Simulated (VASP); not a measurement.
**A VASP 6.6.1 single-point calculation on BP**

INCAR

```
EDIFF = 1E-7
LASPH = .TRUE.
PREC = Accurate
GGA = PE
ISMEAR = -1
IBRION = -1
LWAVE = .FALSE.
ISIF = 2
SIGMA = 0.02
NSW = 0
IVDW = 11
NBANDS = 11
LCHARG = .FALSE.
ENCUT = 350
LREAL = .FALSE.
NELM = 120
```

KPOINTS

```
KPOINTS created by Atomic Simulation Environment
0
Gamma
10 10 10
0 0 0
```

POSCAR

```
B  P
 1.0000000000000000
     0.0000000000000000    2.2181858960000000    2.2683156724000000
     2.2181858960000000    0.0000000000000000    2.2683156724000000
     2.2181858960000000    2.2181858960000000    0.0000000000000000
 B   P
   1   1
Cartesian
  0.0000000000000000  0.0000000000000000  0.0000000000000000
  1.1090929480000000  1.1090929480000000  1.1341578362000000
```

The recommended PBE PAW datasets give the neutral cell 8 valence electrons.

Command

```
mpirun -np 1 vasp_std
```

OSZICAR

```
N       E                     dE             d eps       ncg     rms          rms(c)
DAV:   1     0.446090918759E+01    0.44609E+01   -0.31808E+03  2252   0.481E+02
DAV:   2    -0.132806307501E+02   -0.17742E+02   -0.17120E+02  2951   0.919E+01
DAV:   3    -0.136940558466E+02   -0.41343E+00   -0.41271E+00  2858   0.125E+01
DAV:   4    -0.136953891697E+02   -0.13333E-02   -0.13332E-02  2524   0.844E-01
DAV:   5    -0.136953954302E+02   -0.62605E-05   -0.62604E-05  2839   0.548E-02    0.771E+00
DAV:   6    -0.130022068496E+02    0.69319E+00   -0.15159E+00  2553   0.536E+00    0.415E+00
DAV:   7    -0.128967841141E+02    0.10542E+00   -0.27664E-01  2782   0.259E+00    0.139E+00
DAV:   8    -0.128884787003E+02    0.83054E-02   -0.28078E-02  2626   0.939E-01    0.208E-01
DAV:   9    -0.128887889447E+02   -0.31024E-03   -0.68280E-04  2633   0.179E-01    0.141E-01
DAV:  10    -0.128889810354E+02   -0.19209E-03   -0.23474E-04  2545   0.956E-02    0.288E-02
DAV:  11    -0.128889928378E+02   -0.11802E-04   -0.13601E-05  2844   0.240E-02    0.387E-02
DAV:  12    -0.128889937057E+02   -0.86790E-06   -0.47331E-06  2544   0.105E-02    0.172E-02
DAV:  13    -0.128889935611E+02    0.14463E-06   -0.14135E-07  2105   0.231E-03    0.734E-03
DAV:  14    -0.128889936000E+02   -0.38885E-07   -0.55594E-08  1290   0.121E-03
   1 F= -.13253617E+02 E0= -.13253617E+02  d E =-.120757E-11
```

From OUTCAR

```
k-points           NKPTS =    102   k-points in BZ     NKDIM =    102   number of bands    NBANDS=     11

   NELECT =       8.0000    total number of electrons

   dimension x,y,z NGX =    20 NGY =   20 NGZ =   20
   dimension x,y,z NGXF=    40 NGYF=   40 NGZF=   40

  energy-cutoff  :      350.00
  volume of cell :       22.32
      direct lattice vectors                 reciprocal lattice vectors
     0.000000000  2.218185896  2.268315672    -0.225409422  0.225409422  0.220427873
     2.218185896  0.000000000  2.268315672     0.225409422 -0.225409422  0.220427873
     2.218185896  2.218185896  0.000000000     0.225409422  0.225409422 -0.220427873

 k-points in reciprocal lattice and weights: KPOINTS created by Atomic Simulation Env
   0.00000000  0.00000000  0.00000000       0.001
   0.10000000  0.00000000  0.00000000       0.008
   0.20000000  0.00000000  0.00000000       0.008
   0.30000000  0.00000000  0.00000000       0.008
   0.40000000  0.00000000  0.00000000       0.008
   0.50000000  0.00000000  0.00000000       0.004
   0.10000000  0.10000000  0.00000000       0.002
   0.20000000  0.10000000  0.00000000       0.008
   ...

 E-fermi :   8.4812

 k-point     1 :       0.0000    0.0000    0.0000
  band No.  band energies     occupation
      1      -7.8916      2.00000
      2       7.8293      2.00000
      3       8.0591      2.00000
      4       8.0591      2.00000
      5      11.4163      0.00000
      6      11.4163      0.00000
      7      11.5393      0.00000
      8      16.0510      0.00000
      9      19.8077      0.00000
     10      19.9364      0.00000
     11      20.5548      0.00000

 k-point     2 :       0.1000    0.0000    0.0000
  band No.  band energies     occupation
      1      -7.7045      2.00000
      2       6.6405      2.00000
      3       7.5985      2.00000
      4       7.7611      2.00000
      5      11.8285      0.00000
      6      11.8471      0.00000
      7      12.0239      0.00000
      8      16.5233      0.00000
      9      19.2673      0.00000
     10      19.7875      0.00000
     11      20.4101      0.00000

 k-point     3 :       0.2000    0.0000    0.0000
  band No.  band energies     occupation
      1      -7.1498      2.00000
      2       4.2372      2.00000
      3       6.9935      2.00000
      4       7.2039      2.00000
      5      12.1555      0.00000
      6      12.6196      0.00000
      7      12.6681      0.00000
      8      17.5581      0.00000
      9      18.7644      0.00000
     10      19.0630      0.00000
     11      21.3032      0.00000

 k-point     4 :       0.3000    0.0000    0.0000
  band No.  band energies     occupation
      1      -6.2558      2.00000
      2       1.7988      2.00000
      3       6.4666      2.00000
      4       6.7234      2.00000
      5      12.1019      0.00000
      6      12.9135      0.00000
      7      12.9917      0.00000
      8      18.2779      0.00000
      9      19.5277      0.00000
     10      19.5534      0.00000
     11      21.6544      0.00000

 k-point     5 :       0.4000    0.0000    0.0000
  band No.  band energies     occupation
      1      -5.1312      2.00000
      2      -0.3069      2.00000
      3       6.1313      2.00000
      4       6.4230      2.00000
      5      11.9848      0.00000
      6      12.7984      0.00000
      7      12.9259      0.00000
      8      18.3395      0.00000
      9      21.2378      0.00000
     10      21.3898      0.00000
     11      22.6194      0.00000

 ...

  Total       1.16203     1.16203     0.26350     0.00000     0.00000     0.00000
  in kB      83.40619    83.40619    18.91316     0.00000     0.00000     0.00000
  external pressure =       61.91 kB  Pullay stress =        0.00 kB

 POSITION                                       TOTAL-FORCE (eV/Angst)
 -----------------------------------------------------------------------------------
      0.00000      0.00000      0.00000        -0.000000     -0.000000      0.000000
      1.10909      1.10909      1.13416         0.000000      0.000000     -0.000000
 -----------------------------------------------------------------------------------
    total drift:                               -0.000000     -0.000000      0.000001

  FREE ENERGIE OF THE ION-ELECTRON SYSTEM (eV)
  ---------------------------------------------------
  free  energy   TOTEN  =       -13.2536169448 eV

  energy  without entropy=      -13.2536169448  energy(sigma->0) =      -13.25361694
```

It converged. Results: gap between bands v and c on the k mesh 1.01 eV; least direct gap on the k mesh 3.36 eV; pressure 6.2 GPa. Band v is the last that the valence electrons fill when counted band by band, and c is the next.

For comparison, a separate PBE run of the intended cell, on usual settings and not on those above, gives a gap of 1.00 eV on its mesh and a pressure of 9.1 GPa.

The run above took about 6 s on one core of a shared host (Intel Xeon 6975P-C) and held 0.13 GiB at most.
